**Where the gap of a PbS (110) slab closes, and why there**

In rocksalt PbS every lead atom has sulfur neighbours along three perpendicular bond directions. For each direction, count whether the electron wave arrives at the two opposite neighbours in step or in opposition. With all three in opposition, the gap between filled and empty levels is small. With even one direction fully in step, it is usually much larger. In this slab the difference is between about 2 eV and less than 0.3 eV, within one and the same surface.

Kohn-Sham levels of a relaxed five-plane PbS (110) slab, computed with Ansatz 0.2.0 using PBEsol, scalar-relativistic PAW and plane waves up to 420 eV, without spin polarisation. The Gamma-centred k mesh is 8×6×1, with Gaussian smearing of 0.05 eV. Outer orbital weights are Löwdin weights on the two outer planes of both faces together, not renormalised.

| point label | point a (reciprocal cell vectors) | point b (reciprocal cell vectors) | level b1 from the Fermi level (eV) | outer orbital weight b1 | level b2 from the Fermi level (eV) | outer orbital weight b2 | level a1 from the Fermi level (eV) | outer orbital weight a1 |
| --- | --- | --- | --- | --- | --- | --- | --- | --- |
| X | 0.5000 | 0.0000 | -0.940 | 0.680 | -1.380 | 0.640 | 0.980 | 0.620 |
| between | 0.4167 | 0.0000 | -0.820 | 0.680 | -1.420 | 0.640 | 1.110 | 0.640 |
| between | 0.3333 | 0.0000 | -0.610 | 0.700 | -1.250 | 0.920 | 1.340 | 0.720 |
| between | 0.2500 | 0.0000 | -0.580 | 0.740 | -0.900 | 0.840 | 1.470 | 0.700 |
| between | 0.1667 | 0.0000 | -0.650 | 0.760 | -0.770 | 0.820 | 1.500 | 0.800 |
| between | 0.0833 | 0.0000 | -0.760 | 0.740 | -0.880 | 0.940 | 1.150 | 0.740 |
| G | 0.0000 | 0.0000 | -0.900 | 0.940 | -0.970 | 0.720 | 1.020 | 0.720 |
| between | 0.0000 | 0.0833 | -0.900 | 0.940 | -0.940 | 0.740 | 0.960 | 0.720 |
| between | 0.0000 | 0.1667 | -0.850 | 0.740 | -0.910 | 0.920 | 0.790 | 0.720 |
| between | 0.0000 | 0.2500 | -0.690 | 0.760 | -0.900 | 0.880 | 0.560 | 0.740 |
| between | 0.0000 | 0.3333 | -0.460 | 0.800 | -0.810 | 0.800 | 0.320 | 0.740 |
| between | 0.0000 | 0.4167 | -0.240 | 0.800 | -0.780 | 0.700 | 0.170 | 0.740 |
| Y | 0.0000 | 0.5000 | -0.150 | 0.780 | -0.600 | 0.600 | 0.110 | 0.720 |
| between | 0.0833 | 0.5000 | -0.090 | 0.780 | -0.610 | 0.580 | 0.380 | 0.720 |
| between | 0.1667 | 0.5000 | -0.210 | 0.780 | -0.370 | 0.780 | 0.910 | 0.640 |
| between | 0.2500 | 0.5000 | -0.110 | 0.740 | -0.590 | 0.800 | 0.790 | 0.680 |
| between | 0.3333 | 0.5000 | -0.010 | 0.720 | -0.680 | 0.800 | 0.640 | 0.680 |
| between | 0.4167 | 0.5000 | -0.020 | 0.740 | -0.630 | 0.960 | 0.130 | 0.680 |
| S | 0.5000 | 0.5000 | -0.030 | 0.740 | -0.080 | 0.680 | 1.050 | 0.480 |
| between | 0.4167 | 0.4167 | -0.110 | 0.740 | -0.900 | 0.960 | 0.220 | 0.680 |
| between | 0.3333 | 0.3333 | -0.210 | 0.720 | -1.060 | 0.780 | 0.880 | 0.700 |
| between | 0.2500 | 0.2500 | -0.400 | 0.740 | -0.820 | 0.780 | 1.150 | 0.660 |
| between | 0.1667 | 0.1667 | -0.580 | 0.760 | -0.710 | 0.800 | 1.360 | 0.800 |
| between | 0.0833 | 0.0833 | -0.730 | 0.740 | -0.890 | 0.920 | 1.100 | 0.740 |

Each row is a wavevector in the surface plane. Its coordinates $k_a$ and $k_b$ (point a and point b) are fractions of the reciprocal cell vectors. G is the centre, X lies at the end of the $a$ direction, Y at the end of the $b$ direction, and S at the corner. Levels b1 and b2 are the first and second below the Fermi level, and a1 is the first above it. The gap meant below is the distance between the highest filled and the lowest empty level at one wavevector.

**What the bonds do**

The filled levels near the gap are mainly sulfur 3p, and the empty ones mainly lead 6p. When these two mix, they repel each other: the sulfur level goes down, the lead level goes up, and the gap widens. A p orbital has lobes of opposite sign. Two p orbitals pointing along a bond therefore mix well when the wave has the same sign at both opposite neighbours. When the signs are opposite, the contributions from the two sides cancel.

The filled lead 6s orbital behaves the other way round, because it has the same sign on both sides. It mixes with sulfur 3p just when the p-p mixing cancels. Lying lower in energy, it pushes the sulfur level up. Where all three directions are in opposition, no p-p mixing holds the levels apart, and the filled level is raised.

When one direction comes into step, the p orbitals that point along it are drawn away from the gap. Those along the other two directions hardly notice, because a p orbital mixes strongly only along its own axis. The gap grows all the same. On the filled side, the round 6s orbital pushes on all three p orbitals together, and with one of them gone the push is weaker. On the empty side, the p orbitals of neighbouring lead atoms probably act in a similar way: their coupling lowers the empty level most when all three directions take part. This bonding picture is brought here as theory to explain the computed levels; the table does not show the orbitals themselves.

In bulk PbS all three directions are in opposition at the zone-boundary point called L, where the crystal has its direct gap. There are four distinct L points. Seen along the normal of the (110) face, two of them fall on Y and two on S. These are the places where the slab should have its small gaps, and the table has them there.

**Along the two axes**

From G to Y the wave gradually goes out of step along the bonds that run parallel to $b$. The lowest empty level falls by 0.91 eV and the highest filled one rises by 0.75 eV. Both sides of the gap thus take part, as the bonding picture suggests. At Y only 0.26 eV is left between them.

From G to X these same bonds stay in step all the way. The gap remains between 1.91 and 2.15 eV, although the individual levels move by several tenths of an electronvolt. Both ends of the line have the same gap, 1.92 eV. Someone who looked only along this line would take the slab for a material with a wide gap.

**A count with no adjustable constant**

The picture can be turned into a number. Let $\varphi$ be the phase by which the wave advances along one bond. Adding the two opposite neighbours gives a p-p mixing proportional to $\cos\varphi$ and an s-p mixing proportional to $\sin\varphi$. Their squares add up to one. The smaller the sum of $\cos^2\varphi$ over the three directions, the stronger is therefore the joint push of the 6s orbital on the filled level.

The bond along $b$ spans half the cell edge, so its phase is $\pi k_b$. The other two bonds lead to the next atomic plane and advance half a cell edge along $a$, in opposite senses. Their phases are $t+\pi k_a$ and $t-\pi k_a$, where $t$ is the advance from plane to plane. In a thick slab $t$ can take practically any value, and the smallest gap is expected near the value that makes this sum smallest. That minimum is

$$R=\cos^2(\pi k_b)+1-|\cos(2\pi k_a)|.$$

$R$ is zero at Y and at S, and one at G and at X. It is a measure for putting wavevectors in order, not an energy. Over all 24 wavevectors its order agrees well with that of the computed gaps, with a rank correlation of 0.91, where 1 would be perfect order. Neighbouring points on a path resemble each other, so this counts for less than 24 independent trials would. Nor is the order perfect: on the diagonal between G and S, $R$ is largest at $k_a=k_b=1/4$, but the gap is larger at $k_a=k_b=1/6$.

One case can be worked in full. Halfway from G to Y, at $k_a=0$ and $k_b=1/4$, the first term is $\cos^2 45^\circ=1/2$ and the rest is $1-1=0$, so $R=1/2$. On the edge from Y to S, at $k_a=1/6$ and $k_b=1/2$, the first term is zero and the rest is $1-\cos 60^\circ=1/2$. The count therefore ranks two quite different places as equal. The calculation gives gaps of 1.25 and 1.12 eV, which are indeed close. A third place with the same $R$ fits much worse, as the next section shows.

**The hill between Y and S**

Y and S both have small gaps, yet the gap opens to about 1 eV between them. The bonds along $b$ are in opposition on this whole edge, so they are not the reason. In the phase picture the cause lies in the other two directions, whose phases differ by $2\pi k_a$. At Y and at S a suitable $t$ brings both into opposition at once; in between, no value of $t$ can do so.

The hill is not symmetric, and here the count fails. It gives the same $R$ at one third of the reciprocal vector as at one sixth, but the computed gap is 0.65 eV at the first and 1.12 eV at the second. Halfway along the edge $R$ is as large as at G, while the gap is less than half as large. $R$ adds up the mixing without asking how it is shared among the directions or which orbital feels it. It also treats every atom as if it had six equal bonds, whereas atoms at the faces lack neighbours and some bonds in the relaxed slab are shorter than in the bulk. Five planes, moreover, allow only a few standing waves rather than any $t$. Which of these simplifications is behind the asymmetry is not settled here.

The opening along this edge is almost entirely the work of the empty level. It varies by 0.94 eV, whereas the highest filled level stays within 0.20 eV. A weaker push from the 6s orbital would lower the filled level instead, so it cannot be the main cause here. The coupling between lead atoms is a likelier one, but the table does not test it. The phase count is good for finding where the gap is small, less so for telling which level moves.

**Rows that look irregular**

The most misleading row is S. Read by its columns, it has a filled level at −0.03 eV and the next empty one at 1.05 eV, which would make a gap of more than 1 eV. But the slab has 100 electrons, just enough to fill 50 levels at each wavevector, and at S the level b1 is the 51st. By count it is the lowest empty level, and it has dipped just below the Fermi level.

The neighbouring rows support this reading. One step before S along the edge, the lowest empty level is at 0.13 eV; it would have to leap by almost an electronvolt to become a1 at S. With b1 counted as the lowest empty level and b2 as the highest filled one, no such leap is needed. The gap at S is then 0.05 eV, the smallest in the table. The outer weights add a warning. One step before S the filled level has 0.74 and the empty one 0.68; at S it is the other way round. The two levels may have exchanged character there, which the table cannot settle.

A milder irregularity appears near G. The level with outer weight 0.94 stays close to −0.90 eV as the wavevector moves towards Y, while another starts below it and rises past it. The two therefore change columns, as their weights show. The level that rises climbs from −0.97 eV at G to −0.15 eV at Y, somewhat more than the column b1 suggests. The flat one probably consists of p orbitals that point across $b$ and so interact only weakly along it.

On the edge from Y to S, level b1 dips at $k_a=1/6$ just where b2 comes up to within 0.16 eV of it. This looks like two filled levels exchanging their order, one descending from the Y side and one rising towards S. The outer weights are equal at this point, so they cannot tell which level is which. The columns are sorted by energy at each wavevector and need not follow one band.

**Is it a surface state?**

A small gap at a surface invites the thought that a state bound to the surface has moved into the gap. The outer weights give no support to it. For the highest filled level they average 0.75 where the gap is below 0.5 eV and 0.76 where it is above 1.5 eV. By this measure the small gaps are no more a matter of the outer planes than the large ones.

The size of the weights needs care as well. Two planes are counted at each face, which makes four of the five, so an evenly spread level would have a weight of about 0.8, or somewhat less if part of it spills into the vacuum. A value of 0.7 is then quite ordinary. Even 0.94 need not mean a surface state, because a standing wave with a node in the middle plane has almost all its weight in the other four. So broad a measure cannot rule a surface state out either.

**How far to trust the near-closure**

The position of the small gaps follows from the geometry of the bonds; their exact size is much less certain. Over all points, the highest filled level lies 0.02 eV above the lowest empty one, which taken literally would make the slab a metal. This overlap is smaller than the smearing of 0.05 eV used for the occupations. Spin-orbit coupling, which is strong for lead 6p and normally narrows the gap at L, is left out, while a semilocal functional tends to give gaps that are too small. These two errors work against each other, and either can be larger than so small an overlap. Whether a real slab of this kind has a gap is therefore not settled here.

For practical work, the choice of wavevectors matters more here than the last digit of any level. A calculation or a plot that includes G and X but leaves out Y and S would overlook the region that decides whether the slab conducts. For another face of a crystal with the same bonding, the first step is to find where the L points fall when viewed along the surface normal. The small gaps should be sought there.
